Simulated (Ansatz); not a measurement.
GeTe (R3m, No. 160, 2 atoms in the cell), treated with PBE (Ansatz, a program for electronic structure, PAW).

Numerical settings: plane-wave cutoff 520 eV, 10×10×10 k mesh, Fermi–Dirac smearing 0.01 eV, scalar-relativistic PAW data made under PBE.

Cell (relaxed at this level):

```xyz
2
Lattice="2.1134 1.2202 3.6403 -2.1134 1.2202 3.6403 0.0000 -2.4404 3.6403" Properties=species:S:1:pos:R:3 pbc="T T T"
Ge     0.0000     0.0000    10.8637
Te     0.0000     0.0000     5.7472
```

**Question.** Predict the bulk modulus B0.

**Answer.** 
* **bulk modulus B0**: 30.0 GPa

Note: the bulk modulus is −V dP/dV from two relaxed cells at ±2 % in volume; the relaxation could not lower the start's symmetry, so the cell can be a saddle point above a distorted one.

Spin–orbit coupling is not included.

Static lattice: no zero-point or thermal effects.

Computing time: about 100 core-seconds (a rough figure).
